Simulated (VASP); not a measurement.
# PbS2 (Fm-3m) in VASP: further runs

One crystal, PbS2, is run at these levels: r2SCAN, HSE06; tasks: single point.

Program: VASP 6.6.1. These are calculated values, not measurements. Logs are shortened: lines on timing, memory, paths and dates and some standing lists are left out, and cuts for length are marked.

### 1 Starting point

Symmetry: Fm-3m, No. 225, cubic system. Conventional cell: a = 6.730 Å, b = 6.730 Å, c = 6.730 Å, α = 90.00°, β = 90.00°, γ = 90.00°. Pb (site symmetry m-3m) has 8 S at 2.91 Å as nearest neighbours. S (site symmetry -43m) is surrounded by 4 Pb at 2.91 Å.

The cell was built by a generator and needn't be a form met in nature.

### 2 Single point, r2SCAN

Input file POSCAR:

```
PbS2
1.0
    0.0000000000      3.3652050266      3.3652050266
    3.3652050266      0.0000000000      3.3652050266
    3.3652050266      3.3652050266      0.0000000000
Pb S
1 2
Direct
    0.0000000000      0.0000000000      0.0000000000
    0.2500000000      0.2500000000      0.2500000000
    0.7500000000      0.7500000000      0.7500000000
```

Input file INCAR.step1:

```
SYSTEM = PbS2
PREC = Accurate
ENCUT = 520
ISMEAR = -1
SIGMA = 0.02
LREAL = .FALSE.
LASPH = .TRUE.
NELM = 100
NBANDS = 20
GGA = PE
ALGO = Normal
EDIFF = 1E-4
LWAVE = .TRUE.
LCHARG = .FALSE.
```

Input file INCAR.step2:

```
SYSTEM = PbS2
PREC = Accurate
ENCUT = 520
EDIFF = 1E-6
ISMEAR = -1
SIGMA = 0.02
LREAL = .FALSE.
LASPH = .TRUE.
NELM = 100
ALGO = Normal
ISIF = 2
LWAVE = .FALSE.
LCHARG = .FALSE.
METAGGA = R2SCAN
LMIXTAU = .TRUE.
NBANDS = 20
ISTART = 1
```

Input file KPOINTS:

```
regular mesh
0
G
  4 4 4
  0 0 0
```

Potentials or basis: VASP PAW PBE potentials, release 64 (Pb_d, S).

Run with:

```sh
cat potpaw_PBE.64/Pb_d/POTCAR potpaw_PBE.64/S/POTCAR > POTCAR
cp INCAR.step1 INCAR
mpirun -np 1 vasp_std > vasp.out
cp INCAR.step2 INCAR
mpirun -np 1 vasp_std > vasp.out
```

OUTCAR:

```text
SYSTEM = PbS2
   PREC = Accurate
   ENCUT = 520
   EDIFF = 1E-6
   ISMEAR = -1
   LREAL = .FALSE.
   LASPH = .TRUE.
   NELM = 100
   ISIF = 2
   METAGGA = R2SCAN
   ISTART = 1

 ion  position               nearest neighbor table
   1  0.000  0.000  0.000-   3 2.91   3 2.91   3 2.91   2 2.91   3 2.91   2 2.91   2 2.91   2 2.91

   2  0.250  0.250  0.250-   1 2.91   1 2.91   1 2.91   1 2.91
   3  0.750  0.750  0.750-   1 2.91   1 2.91   1 2.91   1 2.91

  LATTYP: Found a face centered cubic cell.
 ALAT       =     6.7304100532

  Lattice vectors:

 A1 = (   0.0000000000,   3.3652050266,   3.3652050266)
 A2 = (   3.3652050266,   0.0000000000,   3.3652050266)
 A3 = (   3.3652050266,   3.3652050266,   0.0000000000)

Analysis of symmetry for initial positions (statically):
=====================================================================
 Subroutine PRICEL returns:
 Original cell was already a primitive cell.

 Routine SETGRP: Setting up the symmetry group for a
 face centered cubic supercell.

 Subroutine GETGRP returns: Found 48 space group operations
 (whereof 48 operations were pure point group operations)
 out of a pool of 48 trial point group operations.

The static configuration has the point symmetry O_h .

Analysis of symmetry for dynamics (positions and initial velocities):
=====================================================================
 Subroutine PRICEL returns:
 Original cell was already a primitive cell.

 Routine SETGRP: Setting up the symmetry group for a
 face centered cubic supercell.

 Subroutine GETGRP returns: Found 48 space group operations
 (whereof 48 operations were pure point group operations)
 out of a pool of 48 trial point group operations.

The dynamic configuration has the point symmetry O_h .

 Subroutine INISYM returns: Found 48 space group operations
 (whereof 48 operations are pure point group operations),
 and found     1 'primitive' translations

----------------------------------------------------------------------------------------

                                     Primitive cell

  volume of cell :      76.2192

  direct lattice vectors                    reciprocal lattice vectors
     0.000000000  3.365205027  3.365205027    -0.148579357  0.148579357  0.148579357
     3.365205027  0.000000000  3.365205027     0.148579357 -0.148579357  0.148579357
     3.365205027  3.365205027  0.000000000     0.148579357  0.148579357 -0.148579357

[... 65 lines left out ...]
   LASPH  =      T    aspherical Exc in radial PAW
   ENCUT  =  520.0 eV  38.22 Ry    6.18 a.u.   8.85  8.85  8.85*2*pi/ulx,y,z
   NELM   =    100;   NELMIN=  2; NELMDL=  0     # of ELM steps
   EDIFF  = 0.1E-05   stopping-criterion for ELM
   LREAL  =      F    real-space projection
   EDIFFG = 0.1E-04   stopping-criterion for IOM
   NSW    =      0    number of steps for IOM
   IBRION =     -1    ionic relax: 0-MD 1-quasi-New 2-CG
   NFREE  =      0    steps in history (QN), initial steepest desc. (CG)
   ISIF   =      2    stress and relaxation
   ISYM   =      2    0-nonsym 1-usesym 2-fastsym
   POTIM  = 0.5000    time-step for ionic-motion
   TEBEG  =    0.0;   TEEND  =   0.0 temperature during run
   PSTRESS=    0.0 pullay stress
   NELECT =      26.0000    total number of electrons
   NUPDOWN=      -1.0000    fix difference up-down
   EMIN   =  10.00;   EMAX   =-10.00  energy-range for DOS
   EFERMI =   0.00;   METHOD = LEGACY
   ISMEAR =    -1;   SIGMA  =   0.02  broadening in eV -4-tet -1-fermi 0-gaus
   EFERMI_NEDOS =   21; number of points for ismear=-14 and -15
   IALGO  =     38    algorithm
   IMIX   =      4    mixing-type and parameters
     AMIX     =   0.40;   BMIX     =  1.00
     AMIX_MAG =   1.60;   BMIX_MAG =  1.00
  volume/ion in A,a.u.               =      25.41       171.45
  Fermi-wavevector in a.u.,A,eV,Ry     =   1.143873  2.161606 17.802476  1.308445
  Thomas-Fermi vector in A             =   2.280567
   LORBIT       =      0    0 simple, 1 ext, 2 COOP (PROOUT), +10 PAW based schemes
   METAGGA = R2SCAN    functional components
   LHFCALC =     F    Hartree Fock is set to
   AEXX    =    0.0000 exact exchange contribution
   IVDW    =     0    specifies the selected vdW correction
   LEPSILON=     F    determine dielectric tensor
   LRPA    =     F    only Hartree local field effects (RPA)
 non-spin polarized calculation
  energy-cutoff  :      520.00
  volume of cell :       76.22
 maximum number of plane-waves:      2085
   NGX = 17   NGY = 17   NGZ = 17

 number of electron      26.0000002 magnetization

 Free energy of the ion-electron system (eV)
  ---------------------------------------------------
  ext. energy  EPLUGINS =         0.00000000
  ---------------------------------------------------
  free energy    TOTEN  =       -71.47290207 eV

  energy without entropy =      -71.45824384  energy(sigma->0) =      -71.46557295

 E-fermi :   3.9531     XC(G=0):  -9.9237

 val. band max:        3.9387030722   @ k =  -0.2500   0.2500   0.0000
 cond. band min:       3.9636083922   @ k =   0.5000   0.2500   0.0000
 fundamental gap:      0.0249053200
 Fermi energy:         3.9531200473

 k-point     1 :       0.0000    0.0000    0.0000
  band No.  band energies     occupation
      1     -12.8731      2.00000
      2     -12.8731      2.00000
      3     -12.8731      2.00000
      4     -12.8156      2.00000
      5     -12.8156      2.00000
      6      -9.9599      2.00000
[... 173 lines left out ...]
     19      14.1381      0.00000
     20      14.1381      0.00000

------------------------ aborting loop because EDIFF is reached ----------------------------------------

  FORCE on cell =-STRESS in cart. coord.  units (eV):
  Direction    XX          YY          ZZ          XY          YZ          ZX
  --------------------------------------------------------------------------------------
  -------------------------------------------------------------------------------------
  Total       -0.2316618     -0.2316618     -0.2316618      0.0000000     -0.0000000      0.0000000
  in kB       -4.8696808     -4.8696808     -4.8696808      0.0000000     -0.0000000      0.0000000
  external PRESSURE =      -4.8696808 kB  Pullay stress =       0.0000000 kB

 VOLUME and BASIS-vectors are now :
 -----------------------------------------------------------------------------
  energy-cutoff  :      520.00
  volume of cell :       76.22
      direct lattice vectors                 reciprocal lattice vectors
     0.000000000  3.365205027  3.365205027    -0.148579357  0.148579357  0.148579357
     3.365205027  0.000000000  3.365205027     0.148579357 -0.148579357  0.148579357
     3.365205027  3.365205027  0.000000000     0.148579357  0.148579357 -0.148579357

 POSITION                                       TOTAL-FORCE (eV/Angst)
 -----------------------------------------------------------------------------------
      0.00000      0.00000      0.00000        -0.000000     -0.000000      0.000000
      1.68260      1.68260      1.68260        -0.000000     -0.000000      0.000000
      5.04781      5.04781      5.04781         0.000000      0.000000     -0.000000
 -----------------------------------------------------------------------------------
    total drift:                               -0.000000      0.000000      0.000000

  FREE ENERGIE OF THE ION-ELECTRON SYSTEM (eV)
  ---------------------------------------------------
  free  energy   TOTEN  =       -71.4729020654 eV

  energy  without entropy=      -71.4582438373  energy(sigma->0) =      -71.46557295
```

Wall time 39 s (1 thread of AMD EPYC 9R45 (Zen 5), shared host); peak memory 0.19 GiB.

Results:

- Free energy: -71.4729 eV
- Pressure: -0.5 GPa
- Band gap on the k mesh: none (metal or under the smearing width)

Caveat: the k mesh is coarse (spacing up to 0.40 Å⁻¹), so the values aren't converged; the PAW data sets were made with another functional, which shifts forces and pressure a little.

### 3 Single point, HSE06

POSCAR is that of step 2.

Input file INCAR.step1:

```
SYSTEM = PbS2
PREC     = Accurate       ! precision mode
ENCUT    = 520            ! plane-wave cutoff, eV
EDIFF    = 1E-5           ! SCF threshold, eV
ISMEAR   = -1             ! smearing method
SIGMA    = 0.02           ! smearing width, eV
LREAL    = .False.        ! projectors in reciprocal space
LASPH    = .True.         ! aspherical terms in the spheres
NELM     = 100            ! most SCF steps
ALGO     = Normal         ! electronic algorithm
ISIF     = 2              ! what is computed and relaxed
LWAVE    = .True.         ! write WAVECAR
LCHARG   = .False.        ! write CHGCAR
NBANDS   = 20             ! bands
GGA      = PE             ! functional
```

Input file INCAR.step2:

```
SYSTEM = PbS2
PREC     = Accurate       ! precision mode
ENCUT    = 520            ! plane-wave cutoff, eV
EDIFF    = 1E-7           ! SCF threshold, eV
ISMEAR   = -1             ! smearing method
SIGMA    = 0.02           ! smearing width, eV
LREAL    = .False.        ! projectors in reciprocal space
LASPH    = .True.         ! aspherical terms in the spheres
NELM     = 100            ! most SCF steps
ALGO     = Normal         ! electronic algorithm
ISIF     = 2              ! what is computed and relaxed
LWAVE    = .False.        ! write WAVECAR
LCHARG   = .False.        ! write CHGCAR
GGA      = PE             ! functional
LHFCALC  = .True.         ! exact exchange
HFSCREEN = 0.2079         ! screening, 1/A
PRECFOCK = Normal       
NBANDS   = 20             ! bands
ISTART   = 1
```

Input file KPOINTS:

```
Automatic mesh
0
Gamma
  4 4 4
  0 0 0
```

Potentials or basis: VASP PAW PBE potentials, release 64 (Pb_d, S).

Run with:

```sh
cat potpaw_PBE.64/Pb_d/POTCAR potpaw_PBE.64/S/POTCAR > POTCAR
cp INCAR.step1 INCAR
mpirun -np 1 vasp_std > vasp.out
cp INCAR.step2 INCAR
mpirun -np 1 vasp_std > vasp.out
```

OUTCAR:

```text
SYSTEM = PbS2
   PREC = Accurate
   ENCUT = 520
   EDIFF = 1E-7
   ISMEAR = -1
   LREAL = .False.
   LASPH = .True.
   NELM = 100
   ISIF = 2
   GGA = PE
   LHFCALC = .True.
   HFSCREEN = 0.2079
   PRECFOCK = Normal
   ISTART = 1

 ion  position               nearest neighbor table
   1  0.000  0.000  0.000-   3 2.91   3 2.91   3 2.91   2 2.91   3 2.91   2 2.91   2 2.91   2 2.91

   2  0.250  0.250  0.250-   1 2.91   1 2.91   1 2.91   1 2.91
   3  0.750  0.750  0.750-   1 2.91   1 2.91   1 2.91   1 2.91

  LATTYP: Found a face centered cubic cell.
 ALAT       =     6.7304100532

  Lattice vectors:

 A1 = (   0.0000000000,   3.3652050266,   3.3652050266)
 A2 = (   3.3652050266,   0.0000000000,   3.3652050266)
 A3 = (   3.3652050266,   3.3652050266,   0.0000000000)

Analysis of symmetry for initial positions (statically):
=====================================================================
 Subroutine PRICEL returns:
 Original cell was already a primitive cell.

 Routine SETGRP: Setting up the symmetry group for a
 face centered cubic supercell.

[... 155 lines left out ...]
  free energy    TOTEN  =       -13.02457220 eV

  energy without entropy =      -13.01665991  energy(sigma->0) =      -13.02061605

 E-fermi :   3.9202     XC(G=0):  -7.7813

 val. band max:        3.7547465787   @ k =  -0.2500   0.2500   0.0000
 cond. band min:       3.9473464653   @ k =   0.5000   0.2500   0.0000
 fundamental gap:      0.1925998866
 Fermi energy:         3.9202276889

 k-point     1 :       0.0000    0.0000    0.0000
  band No.  band energies     occupation
      1     -14.2667      2.00000
      2     -14.2667      2.00000
      3     -14.2667      2.00000
      4     -14.2001      2.00000
      5     -14.2001      2.00000
      6     -11.0797      2.00000
[... 173 lines left out ...]
     19      14.3274      0.00000
     20      14.3274      0.00000

------------------------ aborting loop because EDIFF is reached ----------------------------------------

  FORCE on cell =-STRESS in cart. coord.  units (eV):
  Direction    XX          YY          ZZ          XY          YZ          ZX
  --------------------------------------------------------------------------------------
  -------------------------------------------------------------------------------------
  Total       -1.0639182     -1.0639182     -1.0639182     -0.0000000      0.0000000     -0.0000000
  in kB      -22.3642450    -22.3642450    -22.3642450     -0.0000000      0.0000000     -0.0000000
  external PRESSURE =     -22.3642450 kB  Pullay stress =       0.0000000 kB

 VOLUME and BASIS-vectors are now :
 -----------------------------------------------------------------------------
  energy-cutoff  :      520.00
  volume of cell :       76.22
      direct lattice vectors                 reciprocal lattice vectors
     0.000000000  3.365205027  3.365205027    -0.148579357  0.148579357  0.148579357
     3.365205027  0.000000000  3.365205027     0.148579357 -0.148579357  0.148579357
     3.365205027  3.365205027  0.000000000     0.148579357  0.148579357 -0.148579357

 POSITION                                       TOTAL-FORCE (eV/Angst)
 -----------------------------------------------------------------------------------
      0.00000      0.00000      0.00000         0.000000      0.000000      0.000000
      1.68260      1.68260      1.68260        -0.000000      0.000000      0.000000
      5.04781      5.04781      5.04781        -0.000000     -0.000000     -0.000000
 -----------------------------------------------------------------------------------
    total drift:                                0.000001      0.000002      0.000001

  FREE ENERGIE OF THE ION-ELECTRON SYSTEM (eV)
  ---------------------------------------------------
  free  energy   TOTEN  =       -13.0245722004 eV

  energy  without entropy=      -13.0166599085  energy(sigma->0) =      -13.02061605
```

It took 17 min on 1 thread of AMD EPYC 9R45 (Zen 5), shared host; peak memory 0.3 GiB.

Results:

| Property | Result |
| --- | --- |
| Free energy | -13.0246 eV |
| Pressure | -2.2 GPa |
| Band gap on the k mesh | none (metal or under the smearing width) |

Levels at points of the mesh, in eV from the Fermi level:
```csv
k point,band 11,band 12,band 13,band 14,band 15,band 16
"(0.00, 0.00, 0.00)",-2.71,-1.37,-1.37,-1.37,3.22,3.22
"(0.50, 0.00, 0.00)",-2.89,-1.94,-1.94,0.94,5.50,5.50
"(0.50, 0.50, 0.00)",-1.06,0.09,0.09,0.38,4.14,7.06
```

Caveat: the k mesh is coarse (spacing up to 0.40 Å⁻¹), so the values aren't converged, least of all with exact exchange; the PAW data sets were made with another functional, which shifts forces and pressure a little. The run has no spin-orbit coupling, so splittings on Pb are missing.

### 4 Single point, r2SCAN

POSCAR is that of step 3.

Input file INCAR.step1:

```
PREC = Accurate
ENCUT = 520
ISMEAR = -1
SIGMA = 0.02
LREAL = F
LASPH = T
NELM = 100
NBANDS = 20
GGA = PE
ALGO = Normal
EDIFF = 1E-4
LWAVE = T
LCHARG = F
```

Input file INCAR.step2:

```
PREC = Accurate
ENCUT = 520
EDIFF = 1E-7
ISMEAR = -1
SIGMA = 0.02
LREAL = F
LASPH = T
NELM = 100
ALGO = Normal
ISIF = 2
LWAVE = F
LCHARG = T
METAGGA = R2SCAN
LMIXTAU = T
LELF = T
LVHAR = T
NBANDS = 20
ISTART = 1
```

Input file KPOINTS:

```
regular mesh
0
Gamma
  4 4 4
```

Run with:

```sh
cat potpaw_PBE.64/Pb_d/POTCAR potpaw_PBE.64/S/POTCAR > POTCAR
cp INCAR.step1 INCAR
mpirun -np 1 vasp_std > vasp.out
cp INCAR.step2 INCAR
mpirun -np 1 vasp_std > vasp.out
```

Wall time 40 s (1 thread of AMD EPYC 9R45 (Zen 5), shared host); peak memory 0.19 GiB.

It converged, with:

```yaml
Free_energy: -71.4729 eV
Pressure: -0.5 GPa
Band_gap_on_the_k_mesh: none (metal or under the smearing width)
```

Levels at points of the mesh, in eV from the Fermi level:
| k point | band 11 | band 12 | band 13 | band 14 | band 15 | band 16 |
| --- | --- | --- | --- | --- | --- | --- |
| (0.00, 0.00, 0.00) | -2.29 | -1.10 | -1.10 | -1.10 | 3.04 | 3.04 |
| (0.50, 0.00, 0.00) | -2.52 | -1.59 | -1.59 | 0.81 | 5.22 | 5.22 |
| (0.50, 0.50, 0.00) | -1.00 | 0.19 | 0.19 | 0.45 | 4.09 | 6.73 |

Caveat: the k mesh is coarse (spacing up to 0.40 Å⁻¹), so the values aren't converged; the PAW data sets were made with another functional, which shifts forces and pressure a little. Spin-orbit coupling is left out, which matters for the levels of Pb.
